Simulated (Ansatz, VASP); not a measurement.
## One calculation of GaSb3, two programs

The input INCAR:

```
ALGO = Normal ; EDIFF = 1E-7
ENCUT = 520 ; GGA = PS
ISIF = 2 ; ISMEAR = -1
LASPH = True ; LCHARG = False
LREAL = False ; LWAVE = False
NBANDS = 22 ; NELM = 60
PREC = Accurate ; SIGMA = 0.05
```

Contents of KPOINTS:

```
k-points
0
Gamma
  6 6 6
```

File POSCAR:

```
GaSb3
1.0
    0.0000000000      3.8037624973      3.8037624973
    3.8037624973      0.0000000000      3.8037624973
    3.8037624973      3.8037624973      0.0000000000
Sb Ga
3 1
Direct
    0.5000000000      0.5000000000      0.5000000000
    0.7500000000      0.7500000000      0.7500000000
    0.2500000000      0.2500000000      0.2500000000
    0.0000000000      0.0000000000      0.0000000000
```

The input input.yaml:

```yaml
crystal:
  lattice:
    - [0.0, 3.8037624973, 3.8037624973]
    - [3.8037624973, 0.0, 3.8037624973]
    - [3.8037624973, 3.8037624973, 0.0]
  atoms:
    - { symbol: Sb, position: [0.5, 0.5, 0.5] }
    - { symbol: Sb, position: [0.75, 0.75, 0.75] }
    - { symbol: Sb, position: [0.25, 0.25, 0.25] }
    - { symbol: Ga, position: [0.0, 0.0, 0.0] }
hamiltonian:
  xc: pbesol
  pseudopotentials: { kind: paw }
kpoints:
  mp_grid: { grid: [6, 6, 6] }
scf:
  occupations: { method: fermi_dirac, width: 0.05 }
output:
  forces: true
  stress: true
  eigenvalues: true
  write_density: true
  write_potential: true
  elf: true
  volumetric_format: npy
```

Change from the starting cell: volume scaled by 1.06.

Alike in both runs: task single point; functional PBEsol; k mesh 6 × 6 × 6; occupations fermi-dirac, width 0.05 eV; no spin polarisation.

|  | VASP | Ansatz |
| --- | --- | --- |
| version | VASP 6.6.1 | Ansatz 0.2.0 |
| potentials or method | VASP PAW PBE potentials, release 64 (Sb, Ga_d) | Ansatz PAW |
| plane-wave cutoff (eV) | 520 | 420 |
| valence electrons in the cell | 28 | 58 |

```tsv
	VASP	Ansatz	Ansatz less VASP
gap on the k mesh at the Fermi level (eV)	none	none	-
pressure (GPa)	-5.7	-5.7	+0.02
```

A gap of «none» marks a metal or a gap that the smearing closes. The two sets of potentials don't hold the same shells in valence.

Caveats: the PAW data sets were made with another functional, which shifts forces and pressure a little (VASP); the PAW data sets come from PBE, with cores solved anew for the run's functional, which leaves a small shift of forces and pressure (Ansatz). The runs have no spin-orbit coupling, so splittings on Sb are missing.
